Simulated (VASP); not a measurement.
# MoS2 (R-3m) in VASP: notebook

The runs below take MoS2 through single point, with PBEsol.

Program: VASP 6.6.1. These are calculated values, not measurements. Logs are shortened: lines on timing, memory, paths and dates and some standing lists are left out, and cuts for length are marked.

### Step 1. Starting point

The structure is trigonal, space group R-3m (No. 166). The conventional cell has a = 3.171 Å, b = 3.171 Å, c = 18.345 Å, α = 90.00°, β = 90.00°, γ = 120.00°. Around Mo (site symmetry -3m) lie 6 S at 2.39 Å. Around S (site symmetry 3m) lie 3 Mo at 2.39 Å.

Measurements of this composition are mostly on another form, of space group No. 194.

### Step 2. Single point, PBEsol, spin-orbit coupling, no magnetisation

The input, INCAR:

```
PREC     = Accurate       # precision mode
ENCUT    = 300            # plane-wave cutoff, eV
EDIFF    = 1E-7           # SCF threshold, eV
ISMEAR   = 0              # smearing method
SIGMA    = 0.02           # smearing width, eV
LREAL    = False          # projectors in reciprocal space
LASPH    = True           # aspherical terms in the spheres
NELM     = 100            # most SCF steps
ALGO     = Normal         # electronic algorithm
ISIF     = 2              # what is computed and relaxed
LWAVE    = False          # write WAVECAR
LCHARG   = False          # write CHGCAR
MAGMOM   = 0 0 0 0 0 0 0 0 0 # initial moments
LORBIT   = 11             # projections on sites
LSORBIT  = True           # spin-orbit coupling
GGA_COMPAT= False        
LMAXMIX  = 4              # l up to which the mixer works
GGA      = PS             # functional
NBANDS   = 42             # bands
```

The input, KPOINTS:

```
regular mesh
0
Gamma
  7 7 7
```

The input, POSCAR:

```
MoS2
1.0
    1.5855000000      0.9153888518      6.1149966667
   -1.5855000000      0.9153888518      6.1149966667
    0.0000000000     -1.8307777036      6.1149966667
Mo S
1 2
Direct
    0.0000000000      0.0000000000      0.0000000000
    0.2500000000      0.2500000000      0.2500000000
    0.7500000000      0.7500000000      0.7500000000
```

Potentials or basis: VASP PAW PBE potentials, release 64 (Mo_sv, S).

Launch:

```bash
> cat potpaw_PBE.64/Mo_sv/POTCAR potpaw_PBE.64/S/POTCAR > POTCAR
> mpirun -np 1 vasp_ncl > vasp.out
```

OUTCAR:

```text
PREC = Accurate
   ENCUT = 300
   EDIFF = 1E-7
   ISMEAR = 0
   LREAL = False
   LASPH = True
   NELM = 100
   ISIF = 2
   LORBIT = 11
   LSORBIT = True
   GGA = PS

 Found     44 irreducible k-points:

 Following reciprocal coordinates:
            Coordinates               Weight
  0.000000  0.000000  0.000000      1.000000
  0.142857  0.000000  0.000000      6.000000
  0.285714  0.000000  0.000000      6.000000
  0.428571 -0.000000  0.000000      6.000000
  0.142857  0.142857  0.000000      6.000000
  0.285714  0.142857  0.000000     12.000000
   k-points           NKPTS =     44   k-points in BZ     NKDIM =     44   number of bands    NBANDS=     42
   number of dos      NEDOS =    301   number of ions     NIONS =      3
   total plane-waves  NPLWV =  46656
   dimension x,y,z NGX =    36 NGY =   36 NGZ =   36
   dimension x,y,z NGXF=    72 NGYF=   72 NGZF=   72
   ions per type =               1   2
   NGX,Y,Z   is equivalent  to a cutoff of   9.38,  9.38,  9.38 a.u.
   NGXF,Y,Z  is equivalent  to a cutoff of  18.75, 18.75, 18.75 a.u.
 SYSTEM =  unknown system
   PREC   = accura    normal or accurate (medium, high low for compatibility)
   ISTART =      0    job   : 0-new  1-cont  2-samecut
   ICHARG =      2    charge: 1-file 2-atom 10-const
   ISPIN  =      1    spin polarized calculation?
   LNONCOLLINEAR =      T non collinear calculations
   LSORBIT =      T    spin-orbit coupling
   LASPH  =      T    aspherical Exc in radial PAW
   ENCUT  =  300.0 eV  22.05 Ry    4.70 a.u.   9.01  9.01  9.01*2*pi/ulx,y,z
   NELM   =    100;   NELMIN=  2; NELMDL= -5     # of ELM steps
   EDIFF  = 0.1E-06   stopping-criterion for ELM
   LREAL  =      F    real-space projection
   EDIFFG = 0.1E-05   stopping-criterion for IOM
   NSW    =      0    number of steps for IOM
   IBRION =     -1    ionic relax: 0-MD 1-quasi-New 2-CG
   NFREE  =      0    steps in history (QN), initial steepest desc. (CG)
   ISIF   =      2    stress and relaxation
   ISYM   =      2    0-nonsym 1-usesym 2-fastsym
   POTIM  = 0.5000    time-step for ionic-motion
   TEBEG  =    0.0;   TEEND  =   0.0 temperature during run
   PSTRESS=    0.0 pullay stress
   NELECT =      26.0000    total number of electrons
   NUPDOWN=      -1.0000    fix difference up-down
   EMIN   =  10.00;   EMAX   =-10.00  energy-range for DOS
   EFERMI =   0.00;   METHOD = LEGACY
   ISMEAR =     0;   SIGMA  =   0.02  broadening in eV -4-tet -1-fermi 0-gaus
   EFERMI_NEDOS =   21; number of points for ismear=-14 and -15
   IALGO  =     38    algorithm
   IMIX   =      4    mixing-type and parameters
     AMIX     =   0.40;   BMIX     =  1.00
     AMIX_MAG =   1.60;   BMIX_MAG =  1.00
  volume/ion in A,a.u.               =      17.75       119.78
  Fermi-wavevector in a.u.,A,eV,Ry     =   1.289118  2.436081 22.610522  1.661826
  Thomas-Fermi vector in A             =   2.421031
   LORBIT       =     11    0 simple, 1 ext, 2 COOP (PROOUT), +10 PAW based schemes
   GGA     = PS    functional components
   LHFCALC =     F    Hartree Fock is set to
   AEXX    =    0.0000 exact exchange contribution
   IVDW    =     0    specifies the selected vdW correction
   LEPSILON=     F    determine dielectric tensor
   LRPA    =     F    only Hartree local field effects (RPA)
 Gauss-broadening in eV      SIGMA  =   0.02
  energy-cutoff  :      300.00
  volume of cell :       53.25
 maximum number of plane-waves:      1308
   NGX = 19   NGY = 19   NGZ = 19

 number of electron      25.9999992 magnetization       0.0000000      0.0000000     -0.0000000

 number of electron      25.9999992 magnetization       0.0000000     -0.0000000     -0.0000000

 number of electron      25.9999992 magnetization      -0.0000000     -0.0000000     -0.0000000

 number of electron      25.9999992 magnetization       0.0000000      0.0000000      0.0000000

 Free energy of the ion-electron system (eV)
  ---------------------------------------------------
  ext. energy  EPLUGINS =         0.00000000
  ---------------------------------------------------
  free energy    TOTEN  =       -22.67978590 eV

  energy without entropy =      -22.67949037  energy(sigma->0) =      -22.67963813

 E-fermi :   7.8100     XC(G=0): -11.0047

 val. band max:        7.8060431105   @ k =   0.1429   0.0000   0.0000
 cond. band min:       7.8304355643   @ k =  -0.2857   0.2857   0.0000
 fundamental gap:      0.0243924537
 Fermi energy:         7.8100117110

 k-point     1 :       0.0000    0.0000    0.0000
  band No.  band energies     occupation
      1     -53.9866      1.00000
      2     -53.9866      1.00000
      3     -29.6879      1.00000
      4     -29.6879      1.00000
      5     -27.3076      1.00000
      6     -27.3076      1.00000
[... 30 lines left out ...]
     37      14.3178      0.00000
     38      14.3178      0.00000

 k-point     2 :       0.1429    0.0000    0.0000
  band No.  band energies     occupation
      1     -53.9790      1.00000
      2     -53.9790      1.00000
      3     -29.7099      1.00000
      4     -29.7099      1.00000
      5     -27.3217      1.00000
      6     -27.3217      1.00000
[... 30 lines left out ...]
     37      15.2494      0.00000
     38      15.2494      0.00000
[... 121 lines left out ...]
     37      15.3580      0.00000
     38      15.3580      0.00000

 k-point     6 :       0.2857    0.1429    0.0000
  band No.  band energies     occupation
      1     -53.9666      1.00000
      2     -53.9666      1.00000
      3     -29.7472      1.00000
      4     -29.7472      1.00000
      5     -27.3843      1.00000
      6     -27.3843      1.00000
[... 30 lines left out ...]
     37      16.1981      0.00000
     38      16.1981      0.00000

 [... further k-points ...]

 [bands above 38 left out]

------------------------ aborting loop because EDIFF is reached ----------------------------------------

  FORCE on cell =-STRESS in cart. coord.  units (eV):
  Direction    XX          YY          ZZ          XY          YZ          ZX
  --------------------------------------------------------------------------------------
  -------------------------------------------------------------------------------------
  Total        0.3523324      0.3523324      1.9940464     -0.0000000      0.0000000      0.0000000
  in kB       10.6009261     10.6009261     59.9965821     -0.0000000      0.0000000      0.0000000
  external PRESSURE =      27.0661448 kB  Pullay stress =       0.0000000 kB

 VOLUME and BASIS-vectors are now :
 -----------------------------------------------------------------------------
  energy-cutoff  :      300.00
  volume of cell :       53.25
      direct lattice vectors                 reciprocal lattice vectors
     1.585500000  0.915388852  6.114996667     0.315357931  0.182071986  0.054510796
    -1.585500000  0.915388852  6.114996667    -0.315357931  0.182071986  0.054510796
     0.000000000 -1.830777704  6.114996667     0.000000000 -0.364143973  0.054510796

 POSITION                                       TOTAL-FORCE (eV/Angst)
 -----------------------------------------------------------------------------------
      0.00000      0.00000      0.00000         0.000000      0.000000     -0.000000
      0.00000      0.00000      4.58625         0.000000     -0.000000     -0.794835
      0.00000      0.00000     13.75874         0.000000      0.000000      0.794835
 -----------------------------------------------------------------------------------
    total drift:                               -0.000000     -0.000000      0.000000

  FREE ENERGIE OF THE ION-ELECTRON SYSTEM (eV)
  ---------------------------------------------------
  free  energy   TOTEN  =       -22.6797858963 eV

  energy  without entropy=      -22.6794903719  energy(sigma->0) =      -22.67963813

 Spin-Orbit-Coupling matrix elements

 Ion:    1  E_soc:     -0.1947601
 l=   1
     0.0000000    -0.0294492    -0.0293624
    -0.0294492     0.0000000    -0.0294492
    -0.0293624    -0.0294492     0.0000000
 l=   2
     0.0000000    -0.0005200     0.0000000    -0.0005200    -0.0027610
    -0.0005200     0.0000000    -0.0019508    -0.0003768    -0.0005200
     0.0000000    -0.0019508     0.0000000    -0.0019508     0.0000000
    -0.0005200    -0.0003768    -0.0019508     0.0000000    -0.0005200
    -0.0027610    -0.0005200     0.0000000    -0.0005200     0.0000000
 l=   3
     0.0000000     0.0000000     0.0000000     0.0000000     0.0000000     0.0000000     0.0000000
     0.0000000     0.0000000     0.0000000     0.0000000     0.0000000     0.0000000     0.0000000
     0.0000000     0.0000000     0.0000000     0.0000000     0.0000000     0.0000000     0.0000000
     0.0000000     0.0000000     0.0000000     0.0000000     0.0000000     0.0000000     0.0000000
     0.0000000     0.0000000     0.0000000     0.0000000     0.0000000     0.0000000     0.0000000
     0.0000000     0.0000000     0.0000000     0.0000000     0.0000000     0.0000000     0.0000000
     0.0000000     0.0000000     0.0000000     0.0000000     0.0000000     0.0000000     0.0000000

 Ion:    2  E_soc:     -0.0024887
 l=   1
     0.0000000    -0.0004189    -0.0004065
    -0.0004189     0.0000000    -0.0004189
    -0.0004065    -0.0004189     0.0000000
 l=   2
     0.0000000     0.0000000     0.0000000     0.0000000     0.0000000
     0.0000000     0.0000000     0.0000000     0.0000000     0.0000000
     0.0000000     0.0000000     0.0000000     0.0000000     0.0000000
     0.0000000     0.0000000     0.0000000     0.0000000     0.0000000
     0.0000000     0.0000000     0.0000000     0.0000000     0.0000000
 l=   3
     0.0000000     0.0000000     0.0000000     0.0000000     0.0000000     0.0000000     0.0000000
     0.0000000     0.0000000     0.0000000     0.0000000     0.0000000     0.0000000     0.0000000
     0.0000000     0.0000000     0.0000000     0.0000000     0.0000000     0.0000000     0.0000000
     0.0000000     0.0000000     0.0000000     0.0000000     0.0000000     0.0000000     0.0000000
     0.0000000     0.0000000     0.0000000     0.0000000     0.0000000     0.0000000     0.0000000
     0.0000000     0.0000000     0.0000000     0.0000000     0.0000000     0.0000000     0.0000000
     0.0000000     0.0000000     0.0000000     0.0000000     0.0000000     0.0000000     0.0000000

 Ion:    3  E_soc:     -0.0024887
 l=   1
     0.0000000    -0.0004189    -0.0004065
    -0.0004189     0.0000000    -0.0004189
    -0.0004065    -0.0004189     0.0000000
 l=   2
     0.0000000     0.0000000     0.0000000     0.0000000     0.0000000
     0.0000000     0.0000000     0.0000000     0.0000000     0.0000000
     0.0000000     0.0000000     0.0000000     0.0000000     0.0000000
     0.0000000     0.0000000     0.0000000     0.0000000     0.0000000
     0.0000000     0.0000000     0.0000000     0.0000000     0.0000000
 l=   3
     0.0000000     0.0000000     0.0000000     0.0000000     0.0000000     0.0000000     0.0000000
     0.0000000     0.0000000     0.0000000     0.0000000     0.0000000     0.0000000     0.0000000
     0.0000000     0.0000000     0.0000000     0.0000000     0.0000000     0.0000000     0.0000000
     0.0000000     0.0000000     0.0000000     0.0000000     0.0000000     0.0000000     0.0000000
     0.0000000     0.0000000     0.0000000     0.0000000     0.0000000     0.0000000     0.0000000
     0.0000000     0.0000000     0.0000000     0.0000000     0.0000000     0.0000000     0.0000000
     0.0000000     0.0000000     0.0000000     0.0000000     0.0000000     0.0000000     0.0000000

 total charge

# of ion       s       p       d       tot
------------------------------------------
    1        2.308   6.236   3.955  12.499
    2        1.361   2.328   0.000   3.688
    3        1.361   2.328   0.000   3.688
--------------------------------------------------
tot          5.029  10.892   3.955  19.876

 magnetization (x)

# of ion       s       p       d       tot
------------------------------------------
    1        0.000   0.000   0.000   0.000
    2        0.000   0.000   0.000   0.000
    3        0.000   0.000   0.000   0.000
--------------------------------------------------
tot          0.000   0.000   0.000   0.000

 magnetization (y)

# of ion       s       p       d       tot
------------------------------------------
    1        0.000  -0.000   0.000  -0.000
    2        0.000   0.000   0.000   0.000
    3        0.000   0.000   0.000   0.000
--------------------------------------------------
tot          0.000  -0.000   0.000  -0.000

 magnetization (z)

# of ion       s       p       d       tot
------------------------------------------
    1        0.000   0.000   0.000   0.000
    2        0.000   0.000   0.000   0.000
    3        0.000   0.000   0.000   0.000
--------------------------------------------------
tot          0.000   0.000   0.000   0.000
```

Wall time 2.5 min (1 thread of Intel Xeon 6975P-C (Granite Rapids), shared host); peak memory 0.42 GiB.

The run converged, but some of its settings lie outside the range that counts as converged, so its numbers aren't taken as properties of the crystal.

Results:

- Free energy: -22.6798 eV
- Pressure: 2.7 GPa
- Largest force: 0.795 eV/Å
- Valence electrons inside the program's atomic spheres: Mo 12.50; S 3.69

Caveat: the cutoff is under 1.25 times the usual one of these potentials, so pressure, stress and relaxed cells hold a basis-set (Pulay) error; the PAW data sets were made with another functional, which shifts forces and pressure a little; the cell's inner coordinates are idealised or old, which leaves forces on the atoms.

### Step 3. Single point, PBEsol, spin-orbit coupling, no magnetisation

Edit INCAR of step 2 so:

```diff
@@ -1,3 +1,3 @@
 PREC     = Accurate       # precision mode
-ENCUT    = 300            # plane-wave cutoff, eV
+ENCUT    = 400            # plane-wave cutoff, eV
 EDIFF    = 1E-7           # SCF threshold, eV
```

KPOINTS is that of step 2.

POSCAR is that of step 2.

Potentials or basis: VASP PAW PBE potentials, release 64 (Mo_sv, S).

Launch:

```bash
> cat potpaw_PBE.64/Mo_sv/POTCAR potpaw_PBE.64/S/POTCAR > POTCAR
> mpirun -np 1 vasp_ncl > vasp.out
```

It took 5.3 min on 1 thread of Intel Xeon 6975P-C (Granite Rapids), shared host; peak memory 0.57 GiB.

These settings aren't checked as converged: the numbers below hold their error.

Results:

* Free energy: -22.6833 eV
* Pressure: 2.8 GPa
* Largest force: 0.795 eV/Å
* Valence electrons inside the program's atomic spheres: Mo 12.51; S 3.68

Caveat: the PAW data sets were made with another functional, which shifts forces and pressure a little; the cell's inner coordinates are idealised or old, which leaves forces on the atoms.
